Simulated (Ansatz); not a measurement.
# WS2: the cost of one run

Computed with Ansatz 0.2.0 (DFT PBE+D3(BJ), scalar-relativistic, plane waves, PAW, unless a step's input says otherwise).

3 further runs of the same task are left out: 1 that didn't finish, 2 set aside as unsound or not needed.

## (1) Starting point

Symmetry: P-6m2, No. 187, hexagonal system. The conventional cell has a = 3.160 Å, b = 3.160 Å, c = 16.940 Å, α = 90.00°, β = 90.00°, γ = 120.00°. W (site symmetry -6m2) has 6 S at 2.41 Å as nearest neighbours. S (site symmetry 3m) is surrounded by 3 W at 2.41 Å.

Coordinates:

```xyz
3
Lattice="3.1599 0.0000 0.0000 -1.5799 2.7365 0.0000 0.0000 0.0000 16.9398" Properties=species:S:1:pos:R:3 pbc="T T T"
W     0.0000    1.8244    0.0000
S     1.5799    0.9122   15.3638
S     1.5799    0.9122    1.5760
```

It goes back to an entry of the Materials Project, which need not be the stable form.

It is the result of an earlier relaxation at this level (volume 48.83 Å³/atom; gap on the mesh: 1.92 eV).

## (2) What is varied

The energy is mapped over two normal modes frozen in (zone-centre modes of the cell shown, which folds in the wave vector (0, 1/2, 0) of the primitive cell).

The axes are (1) amplitude of mode 4 (130 cm⁻¹), largest displacement: 9 values from −0.078 Å; (2) amplitude of mode 5 (142 cm⁻¹), largest displacement: 9 values from −0.073 Å.

Nothing else is relaxed (the cell and all other modes fixed). Energies count from the relaxed high-symmetry cell. Points are written as (first, second).

The modes come from a phonon run on the reference cell, made beforehand.

The patterns, per unit of each coordinate (Å):

| atom | x1 | y1 | z1 | x2 | y2 | z2 |
| --- | --- | --- | --- | --- | --- | --- |
| W1 | 1.000 | 0.000 | 0.000 | 0.000 | 0.000 | 1.000 |
| W2 | -1.000 | 0.000 | 0.000 | 0.000 | 0.000 | -1.000 |
| S3 | 0.928 | 0.000 | 0.000 | 0.000 | 0.672 | 0.428 |
| S4 | -0.928 | 0.000 | 0.000 | 0.000 | -0.672 | -0.428 |
| S5 | 0.928 | 0.000 | 0.000 | 0.000 | -0.672 | 0.428 |
| S6 | -0.928 | 0.000 | 0.000 | 0.000 | 0.672 | -0.428 |

## (3) The run at (−0.019 Å, −0.073 Å)

input.yaml

```yaml
crystal:
  lattice:
    - [3.1598870963, 0.0, 0.0]
    - [0.0, 5.473084997, 0.0]
    - [0.0, 0.0, 16.939849142]
  atoms:
    - { symbol: W, position: [-0.0061711066, 0.3333333333, -0.0043093654] }
    - { symbol: W, position: [0.5061711066, 0.8333333333, 0.0043093654] }
    - { symbol: S, position: [0.4942715091, 0.1576979409, 0.9051184131] }
    - { symbol: S, position: [0.0057284909, 0.6756353925, 0.9088114301] }
    - { symbol: S, position: [0.4942715091, 0.1756353925, 0.0911885699] }
    - { symbol: S, position: [0.0057284909, 0.6576979409, 0.0948815869] }
basis:
  ecutwfc: 420
kpoints:
  mp_grid: { grid: [8, 6, 2] }
hamiltonian:
  xc: pbe
  pseudopotentials: { kind: paw, azcp: { folder: soft_1 } }
  dispersion: d3bj
scf:
  occupations: { method: gaussian, width: 0.05 }
output:
  forces: true
  stress: true
  eigenvalues: true
  write_density: true
  write_potential: true
  elf: true
  volumetric_format: npy
```

Started as:

```console
> ansatz run input.yaml --threads 2 --pin off --max-ram 4096MiB --backend cpu --events-out ev --progress --plain --runs-dir out
```

**Question.** How long does this run take on 2 threads of Arm Neoverse N1, shared host, and how much memory does it need?

About 40 s, with a peak of 0.61 GiB.
